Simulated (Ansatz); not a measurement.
# Nb(110) / 3 layers Li(110) / Nb(110): resistance against film thickness, part 2 of 2

Aim: what a thin film of another metal adds to the resistance, first Nb(110) / 3 layers Li(110) / Nb(110).

Ansatz 0.2.0; Ansatz plane-wave DFT, PBE, PAW files; ballistic transport by layer matching (Landauer), zero bias; PAW set soft_1.

So far. Step 2 (With 3 layers): The lead's potential steps by 4.4 meV from period to period, small in itself. The program estimates the junction's conductance to 13 % from the k-mesh, 2 % from the leads' distance from neutral and 723 % from their steps; more lead layers would test the latter. Step 3 (With 5 layers, film layers 5): The conductance of the junction is 2.7e14 S/m², 2.3 % under the 2.8e14 S/m² of the last finished run, within the error estimates, leads' steps apart, of 13 and 15 %.

### Step 4. With 6 layers, film layers 6

The stack now holds 6 film layers; the k-mesh follows the cell, and the energies span -0.27 to 0.27 eV.

System of this step: Nb(110) / 6 layers Li(110) / Nb(110). The cell holds 14 atoms: 8 Nb and 6 Li. Cell: a = 2.863 Å, b = 2.863 Å, c = 35.486 Å, α = 90.0°, β = 90.0°, γ = 109.5°. It derives from Nb and Li. Regions: lead, 8 atoms (8 Nb); films, 6 atoms (6 Li). The structure is stacked along c, and the current runs across the ab planes.

input.yaml

```yaml
crystal:
  lattice:
    - [1.65315, -2.3379071506, 0.0]
    - [1.65315, 2.3379071506, 0.0]
    - [0.0, 0.0, 35.4863921961]
  atoms:
    - { symbol: Nb, position: [0.0, 0.0, 0.0329408966] }
    - { symbol: Nb, position: [0.5, 0.5, 0.0988226897] }
    - { symbol: Nb, position: [0.0, 0.0, 0.1647044829] }
    - { symbol: Nb, position: [0.5, 0.5, 0.2305862761] }
    - { symbol: Li, position: [0.0, 0.0, 0.3029393105] }
    - { symbol: Li, position: [0.5, 0.5, 0.3817635863] }
    - { symbol: Li, position: [0.0, 0.0, 0.4605878621] }
    - { symbol: Li, position: [0.5, 0.5, 0.5394121379] }
    - { symbol: Li, position: [0.0, 0.0, 0.6182364137] }
    - { symbol: Li, position: [0.5, 0.5, 0.6970606895] }
    - { symbol: Nb, position: [0.0, 0.0, 0.7694137239] }
    - { symbol: Nb, position: [0.5, 0.5, 0.8352955171] }
    - { symbol: Nb, position: [0.0, 0.0, 0.9011773103] }
    - { symbol: Nb, position: [0.5, 0.5, 0.9670591034] }
kpoints:
  mp_grid: { grid: [14, 14, 1] }
hamiltonian:
  xc: pbe
  pseudopotentials: { kind: paw, azcp: { folder: soft_1 } }
scf:
  occupations: { method: fermi_dirac, width: 0.1 }
output:
  transmission:
    leads: [[0, 1]]
    kmesh: [26, 26]
    e_range: [-0.27, 0.27]
    de: 0.036
  write_potential: true
  write_density: true
  volumetric_format: npy
```

The run is started by

```console
ansatz run input.yaml --threads 4 --pin off --max-ram 8192MiB --backend cpu --events-out ev --progress --plain --runs-dir out
```

Numbers of over 12 decimals in the logs are rounded to 6 here.

What it wrote:

```text
[...]
Crystal: 14 atoms, lattice volume = 274.304 Å³
Basis set: ecut = 420 eV, 5389 PW (Γ)
Bands: 75, of which v1, the nominal top of the filled ones, is band 61 counted from 1 (60 counted from 0)
Symmetry: 8 space group operations
[...]
k-points: 57 of 196
[...]
--- Transmission ---
  basis      : 67 plane waves across, 52 finite elements along
  points     : 183, standing for a mesh of 26 x 26
[...]
filled         : 22.4 meV over the level at which it is neutral
    channels       : 1.826923e0 a spin
[...]
slowest decay  : 0.0568 /Å at (-0.4231, 0.1538)
  junction   : crystal 0 to crystal 0, 0.70 to 33.85 Å
    transmission   : 2.729650e-1 a spin
[...]
resistance     : 3.1465e-3 Ω µm² beyond half of each lead's own
[key lines of the parts left out:]
SCF converged after 9 iterations
Free energy (F): -37646.016413 eV
Fermi energy:    9.729795 eV
```

Run time: 2.7 min. Hardware: 4 threads of Arm Neoverse V2, shared host; peak memory 1.2 GiB.

This step gave:

```
free energy                                                                : -37646.0164 eV
energy at zero smearing                                                    : -37645.7820 eV
Fermi energy                                                               : 9.730 eV
step of the lead's potential                                               : 3.9 meV
estimated errors of the lead's conductance                                 : 0, 5.1, 2 % (band edges, k-mesh, distance from neutral)
lead conductance per cell                                                  : 1.837 G₀
junction conductance per cell                                              : 0.2704 G₀
estimated errors of the junction's conductance                             : 0.2, 0, 14.3, 68.1, 1.3 % (energy step, band edges, k-mesh, leads' steps, distance from neutral)
area resistance that the stack adds (contact term taken off, spin by spin) : 3.147 fΩ m²
```

Per spin. Transmission, zone mean against energy, zero at the Fermi level:

```csv
energy (eV),"transmission, zone mean"
-0.270,0.288
-0.234,0.316
-0.198,0.313
-0.162,0.299
-0.126,0.293
-0.090,0.295
-0.054,0.278
-0.018,0.272
0.018,0.273
0.054,0.267
0.090,0.245
0.126,0.238
0.162,0.225
0.198,0.224
0.234,0.217
0.270,0.221
```

The conductance of the junction is 2.7e14 S/m², 0.074 % under the 2.7e14 S/m² of the last finished run, within the error estimates, leads' steps apart, of 15 and 14 %. The estimate from the leads' steps, 68 %, is larger still.

### Step 5. With 8 layers, film layers 8

The stack now holds 8 film layers; the k-mesh follows the cell, and the energies span -0.27 to 0.27 eV.

System of this step: Nb(110) / 8 layers Li(110) / Nb(110). The cell holds 16 atoms: 8 Nb and 8 Li. Its edges and angles: a = 2.863 Å, b = 2.863 Å, c = 41.081 Å, α = 90.0°, β = 90.0°, γ = 109.5°. It derives from Nb and Li. Regions: lead, 8 atoms (8 Nb); films, 8 atoms (8 Li). The structure is stacked along c, and the current runs across the ab planes.

input.yaml, the sections that differ from step 4:

```yaml
crystal:
  lattice:
    - [1.65315, -2.3379071506, 0.0]
    - [1.65315, 2.3379071506, 0.0]
    - [0.0, 0.0, 41.0807705265]
  atoms:
    - { symbol: Nb, position: [0.0, 0.0, 0.0284550061] }
    - { symbol: Nb, position: [0.5, 0.5, 0.0853650183] }
    - { symbol: Nb, position: [0.0, 0.0, 0.1422750304] }
    - { symbol: Nb, position: [0.5, 0.5, 0.1991850426] }
    - { symbol: Li, position: [0.0, 0.0, 0.2616850426] }
    - { symbol: Li, position: [0.5, 0.5, 0.3297750304] }
    - { symbol: Li, position: [0.0, 0.0, 0.3978650183] }
    - { symbol: Li, position: [0.5, 0.5, 0.4659550061] }
    - { symbol: Li, position: [0.0, 0.0, 0.5340449939] }
    - { symbol: Li, position: [0.5, 0.5, 0.6021349817] }
    - { symbol: Li, position: [0.0, 0.0, 0.6702249696] }
    - { symbol: Li, position: [0.5, 0.5, 0.7383149574] }
    - { symbol: Nb, position: [0.0, 0.0, 0.8008149574] }
    - { symbol: Nb, position: [0.5, 0.5, 0.8577249696] }
    - { symbol: Nb, position: [0.0, 0.0, 0.9146349817] }
    - { symbol: Nb, position: [0.5, 0.5, 0.9715449939] }
# kpoints, hamiltonian, scf, output: as in step 4
```

What it wrote:

```text
[...]
Crystal: 16 atoms, lattice volume = 317.547 Å³
Basis set: ecut = 420 eV, 6215 PW (Γ)
Bands: 80, of which v1, the nominal top of the filled ones, is band 64 counted from 1 (63 counted from 0)
Symmetry: 8 space group operations
[...]
k-points: 57 of 196
[...]
--- Transmission ---
  basis      : 67 plane waves across, 59 finite elements along
  points     : 183, standing for a mesh of 26 x 26
[...]
filled         : 22.4 meV over the level at which it is neutral
    channels       : 1.826923e0 a spin
[...]
slowest decay  : 0.0569 /Å at (-0.4231, 0.1538)
  junction   : crystal 0 to crystal 0, 0.70 to 39.44 Å
    transmission   : 2.784058e-1 a spin
[...]
resistance     : 3.1206e-3 Ω µm² beyond half of each lead's own
[key lines of the parts left out:]
SCF converged after 9 iterations
Free energy (F): -38055.336448 eV
Fermi energy:    8.514930 eV
```

Elapsed: 3.2 min, on 4 threads; peak memory 1.4 GiB; 11 min of CPU time.

This step gave:

```yaml
free_energy: -38055.3364 eV
energy_at_zero_smearing: -38055.0857 eV
fermi_energy: 8.515 eV
step_of_the_lead_s_potential: 4.1 meV
conductance_of_the_junction: 2.73e14 S/m²
junction_conductance_per_cell: 0.2723 G₀
estimated_errors_of_the_junction_s_conductance: 0.5, 0.4, 13.7, 6.4, 1.9 % (energy step, band edges, k-mesh, leads' steps, distance from neutral)
area_resistance_that_the_stack_adds_contact_term_taken_off_spin_by_spin: 3.121 fΩ m²
```

Per spin. Table of transmission, zone mean by energy, zero at the Fermi level:

```csv
energy (eV),"transmission, zone mean"
-0.270,0.316
-0.234,0.310
-0.198,0.316
-0.162,0.307
-0.126,0.281
-0.090,0.284
-0.054,0.285
-0.018,0.279
0.018,0.278
0.054,0.250
0.090,0.228
0.126,0.239
0.162,0.247
0.198,0.223
0.234,0.220
0.270,0.208
```

The conductance of the junction is 2.7e14 S/m², 0.71 % over the 2.7e14 S/m² of the last finished run, within the error estimates, leads' steps apart, of 14 and 14 %.

### Step 6. With 10 layers, film layers 10

The stack now holds 10 film layers; the k-mesh follows the cell, and the energies span -0.27 to 0.27 eV.

System of this step: Nb(110) / 10 layers Li(110) / Nb(110). The cell holds 18 atoms: 8 Nb and 10 Li. Cell: a = 2.863 Å, b = 2.863 Å, c = 46.675 Å, α = 90.0°, β = 90.0°, γ = 109.5°. It derives from Nb and Li. Regions: lead, 8 atoms (8 Nb); films, 10 atoms (10 Li). The structure is stacked along c, and the current runs across the ab planes.

input.yaml, the sections that differ from step 5:

```yaml
crystal:
  lattice:
    - [1.65315, -2.3379071506, 0.0]
    - [1.65315, 2.3379071506, 0.0]
    - [0.0, 0.0, 46.6751488569]
  atoms:
    - { symbol: Nb, position: [0.0, 0.0, 0.0250444531] }
    - { symbol: Nb, position: [0.5, 0.5, 0.0751333592] }
    - { symbol: Nb, position: [0.0, 0.0, 0.1252222654] }
    - { symbol: Nb, position: [0.5, 0.5, 0.1753111715] }
    - { symbol: Li, position: [0.0, 0.0, 0.2303200621] }
    - { symbol: Li, position: [0.5, 0.5, 0.2902489372] }
    - { symbol: Li, position: [0.0, 0.0, 0.3501778123] }
    - { symbol: Li, position: [0.5, 0.5, 0.4101066874] }
    - { symbol: Li, position: [0.0, 0.0, 0.4700355625] }
    - { symbol: Li, position: [0.5, 0.5, 0.5299644375] }
    - { symbol: Li, position: [0.0, 0.0, 0.5898933126] }
    - { symbol: Li, position: [0.5, 0.5, 0.6498221877] }
    - { symbol: Li, position: [0.0, 0.0, 0.7097510628] }
    - { symbol: Li, position: [0.5, 0.5, 0.7696799379] }
    - { symbol: Nb, position: [0.0, 0.0, 0.8246888285] }
    - { symbol: Nb, position: [0.5, 0.5, 0.8747777346] }
    - { symbol: Nb, position: [0.0, 0.0, 0.9248666408] }
    - { symbol: Nb, position: [0.5, 0.5, 0.9749555469] }
# kpoints, hamiltonian, scf, output: as in step 5
```

What it wrote:

```text
[...]
Crystal: 18 atoms, lattice volume = 360.791 Å³
Basis set: ecut = 420 eV, 7073 PW (Γ)
Bands: 85, of which v1, the nominal top of the filled ones, is band 67 counted from 1 (66 counted from 0)
Symmetry: 8 space group operations
[...]
k-points: 57 of 196
[...]
--- Transmission ---
  basis      : 67 plane waves across, 66 finite elements along
  points     : 183, standing for a mesh of 26 x 26
[...]
filled         : 22.8 meV over the level at which it is neutral
    channels       : 1.815089e0 a spin
[...]
slowest decay  : 0.0572 /Å at (-0.4231, 0.1538)
  junction   : crystal 0 to crystal 0, 0.70 to 45.04 Å
    transmission   : 2.666230e-1 a spin
[...]
resistance     : 3.1617e-3 Ω µm² beyond half of each lead's own
[key lines of the parts left out:]
SCF converged after 10 iterations
Free energy (F): -38464.657900 eV
Fermi energy:    7.593307 eV
```

Run time: 3.7 min. Hardware: 4 threads; peak memory 1.6 GiB.

Numbers from this step:

```
free energy                                                                : -38464.6579 eV
energy at zero smearing                                                    : -38464.3935 eV
Fermi energy                                                               : 7.593 eV
estimated errors of the lead's conductance                                 : 0, 5.1, 2.1 % (band edges, k-mesh, distance from neutral)
conductance of the junction                                                : 2.70e14 S/m²
junction conductance per cell                                              : 0.2693 G₀
estimated errors of the junction's conductance                             : 0.2, 0.3, 14.6, 242.7, 0.9 % (energy step, band edges, k-mesh, leads' steps, distance from neutral)
area resistance that the stack adds (contact term taken off, spin by spin) : 3.162 fΩ m²
```

Per spin. Table of transmission, zone mean by energy, zero at the Fermi level:

```csv
energy (eV),"transmission, zone mean"
-0.270,0.283
-0.234,0.308
-0.198,0.331
-0.162,0.317
-0.126,0.300
-0.090,0.273
-0.054,0.270
-0.018,0.274
0.018,0.267
0.054,0.260
0.090,0.255
0.126,0.229
0.162,0.227
0.198,0.233
0.234,0.222
0.270,0.225
```

The conductance of the junction is 2.7e14 S/m², 1.1 % under the 2.7e14 S/m² of the last finished run, within the error estimates, leads' steps apart, of 14 and 15 %. The estimate from the leads' steps, 243 %, is larger still.

### Step 7. The ladder

Times are for 4 threads of Arm Neoverse V2, shared host. Results by setting:

```csv
no.,film layers,"area resistance that the stack adds (contact term taken off, spin by spin) (fΩ m²)",conductance of the junction (S/m²),time,memory (GiB)
1,3,3.059,2.78e14,4.9 min,1.1
2,5,3.143,2.71e14,2.8 min,1.2
3,6,3.147,2.71e14,2.7 min,1.2
4,8,3.121,2.73e14,3.2 min,1.4
5,10,3.162,2.70e14,3.7 min,1.6
```

### Step 8. What came out

```
area resistance, 3 layers  : 3.06 fΩ m²
area resistance, 5 layers  : 3.14 fΩ m²
area resistance, 6 layers  : 3.15 fΩ m²
area resistance, 8 layers  : 3.12 fΩ m²
area resistance, 10 layers : 3.16 fΩ m²
```

What this shows: The stack adds 3.1 fΩ m² with 3 layers and 3.2 fΩ m² with 10. From 5 layers on no step exceeds the two runs' error estimates together, as expected where only the two interfaces scatter; half the mean, 1.6 fΩ m², is a rough coherent figure for one interface. Atoms sit on ideal sites and aren't relaxed. The program's error estimate for the conductance, leads' steps apart, is near 15 %. The program's estimate of the error from the leads' steps alone runs to 723 %, although the steps are small; only longer leads would test it. Li(110) is compressed by 5.8 % in plane to fit Nb(110), at its own atomic volume. 1 further run is left out: refused by the program, or repeats without effect or without named leads.

[Logs are printed without paths, hosts, clocks, repeated set-up lines and the standing remarks that a program may print on its own settings, such as how far it seeks lower states.]

[Hosts, paths, dates, database ids (printed as entryN), source tags and the programs' standing remarks are cut or masked in the printed files.]
